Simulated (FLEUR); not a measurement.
# Al: equation of state with PBEsol

The system is Al.

```
Al
1.0
    -1.59122    1.59122    1.59122
     1.59122   -1.59122    1.59122
     1.59122    1.59122   -1.59122
Al
1
Direct
  0.00000 0.00000 0.00000
```

This isn't the form of Al at room conditions, which is fcc.

- Program: FLEUR MaX-R8.1 (later development tree)
- Task: equation of state
- Functional: PBEsol
- Potentials or basis: all-electron
- Basis: FLAPW
- Kmax: 4.15 1/bohr
- k mesh: 12 × 12 × 12
- Occupations: fermi-dirac, width 0.05 eV
- Spin: no spin polarisation

```
Equilibrium volume                      : 16.59 Å³/atom
Bulk modulus                            : 73 GPa
Pressure derivative of the bulk modulus : 3.9
```

Energy against volume, from the lowest point:
```tsv
volume (Å³/atom)	energy (meV/atom)
15.149	32.98
15.471	19.10
15.793	9.23
16.116	2.97
16.438	0.00
16.760	0.03
17.083	2.78
```
